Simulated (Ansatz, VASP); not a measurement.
## BN in VASP and in Ansatz

The input INCAR:

```
ALGO = Normal
EDIFF = 1E-6
ENCUT = 520
GGA = PS
ISIF = 2
ISMEAR = 0
LASPH = True
LCHARG = False
LREAL = False
LWAVE = False
NBANDS = 16
NELM = 60
PREC = Accurate
SIGMA = 0.01
```

Contents of KPOINTS:

```
k-points
0
Gamma
  12 12 6
```

File POSCAR:

```
BN
1.0
    2.5405666191      0.0000000000      0.0000000000
   -1.2702833096      2.2001952322      0.0000000000
    0.0000000000      0.0000000000      4.2026461249
B N
2 2
Direct
    0.3333333333      0.6666666667     -0.0284802139
    0.6666666667      0.3333333333      0.4715197861
    0.3333333333      0.6666666667      0.4024802139
    0.6666666667      0.3333333333      0.9024802139
```

Input for Ansatz:

```yaml
crystal:
  lattice:
    - [2.5405666191, 0.0, 0.0]
    - [-1.2702833096, 2.2001952322, 0.0]
    - [0.0, 0.0, 4.2026461249]
  atoms:
    - { symbol: B, position: [0.3333333333, 0.6666666667, -0.0284802139] }
    - { symbol: B, position: [0.6666666667, 0.3333333333, 0.4715197861] }
    - { symbol: "N", position: [0.3333333333, 0.6666666667, 0.4024802139] }
    - { symbol: "N", position: [0.6666666667, 0.3333333333, 0.9024802139] }
basis:
  ecutwfc: 420
  xc_grid: 2
kpoints:
  mp_grid: { grid: [12, 12, 6] }
hamiltonian:
  xc: pbesol
  pseudopotentials: { kind: paw, azcp: { folder: soft_1 } }
scf:
  occupations: { method: fixed }
output:
  forces: true
  stress: true
  eigenvalues: true
  polarization: {}
```

Change from the starting cell: polar distortion scaled by 0.55.

Alike in both runs: task single point; functional PBEsol; k mesh 12 × 12 × 6; no spin polarisation.

|  | VASP | Ansatz |
| --- | --- | --- |
| version | VASP 6.6.1 | Ansatz 0.2.0 |
| potentials or method | VASP PAW PBE potentials, release 64 (B, N) | scalar-relativistic, plane waves, PAW |
| plane-wave cutoff (eV) | 520 | 420 |
| occupations | gaussian, width 0.01 eV | fixed |
| valence electrons in the cell | 16 | 16 |

```tsv
	VASP	Ansatz	Ansatz less VASP
gap on the k mesh at the Fermi level (eV)	4.23	4.23	+0.006
least direct gap on the mesh (eV)	6.67	6.67	-0.007
pressure (GPa)	13.9	13.0	-0.84
largest component of the traceless stress (GPa)	12.78	13.53	+0.754
rms of the force components (eV/Å)	1.555	1.544	-0.0108
```

Atom by atom the forces differ by 0.011 eV/Å (rms over components). Ansatz warned: «pseudo_functional_mismatch».

Caveats: the PAW data sets were made with another functional, which shifts forces and pressure a little (VASP). A k mesh can miss the band edges.
